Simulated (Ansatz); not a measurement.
# BAs: how the settings move a single-point run

Aim: see which settings change the result for BAs, by how much, and at what cost. The cell is built on a prototype (CsCl type) and needn't be the phase found in nature.

Computed with Ansatz 0.2.0 (reference: DFT, r2SCAN, plane waves, PAW, unless a step's input says otherwise).

13 further runs of the same task are left out: 6 for a known fault of the program, 7 that didn't finish.

## (1) The starting structure

It takes space group Pm-3m (No. 221, cubic). Conventional cell: a = 2.925 Å, b = 2.925 Å, c = 2.925 Å, α = 90.00°, β = 90.00°, γ = 90.00°. B (site symmetry m-3m) has 8 As at 2.53 Å as nearest neighbours. As (site symmetry m-3m) is surrounded by 8 B at 2.53 Å.

As a file:

```
B As
1.0
     2.92516    0.00000    0.00000
     0.00000    2.92516    0.00000
     0.00000    0.00000    2.92516
B As
1 1
Cartesian
  0.0000 0.0000 0.0000
  1.4626 1.4626 1.4626
```

## (2) The reference run

Input file input.yaml:

```yaml
crystal:
  lattice:
    - [2.9251576879, 0.0, 0.0]
    - [0.0, 2.9251576879, 0.0]
    - [0.0, 0.0, 2.9251576879]
  atoms:
    - { symbol: B, position: [0.0, 0.0, 0.0] }
    - { symbol: As, position: [0.5, 0.5, 0.5] }
kpoints:
  mp_grid: { grid: [6, 6, 6] }
hamiltonian:
  xc: r2scan
scf:
  occupations: { method: fermi_dirac, width: 0.02 }
  n_extra_bands: 4
output:
  forces: true
  stress: true
  eigenvalues: true
  write_density: true
  write_potential: true
  elf: true
  volumetric_format: npy
```

The run is started by

```sh
$ ansatz run input.yaml --threads 4 --pin off --max-ram 3686MiB --backend cpu --events-out ev --progress --plain --runs-dir out
```

## (3) Changed: mixing.ndim 30

input.yaml, as its differences from that of step 2:

```diff
@@ -15,2 +15,4 @@
   n_extra_bands: 4
+  mixing: { ndim: 30 }
+  max_iter: 98
 output:
@@ -19,5 +21 @@
   eigenvalues: true
-  write_density: true
-  write_potential: true
-  elf: true
-  volumetric_format: npy
```

**Question.** What will these runs give? Wanted: for each run, ending; energy change; pressure; gap; force.

As calculated:

```
              run     ending  energy change  pressure (GPa)  gap (eV)  force (eV/Å)  cycles   time
        reference  converged              0             2.0      0.00          0.00       6  1.5 s
1: mixing.ndim 30  converged   0.0 meV/atom             2.0      0.00          0.00       6  1.5 s
```

Times don't compare one to one where runs were asked for different outputs or read a saved state (see the inputs); cycles may leave out searches for a lower state.

Residual by cycle in the longest SCF loop of each run; runs are numbered as in the table. The quantity is the density residual dr2, in eV.

```
cycle  reference    run 1
    1     0.0443   0.0443
    2    0.00199  0.00199
    3     1.8e-4   1.8e-4
    4     2.9e-5   2.9e-5
    5     7.6e-7   7.6e-7
    6     3.3e-8   3.3e-8
```

Energy and cycle count are those of the reference, so the change (mixing) left the result and the number of cycles as they were.
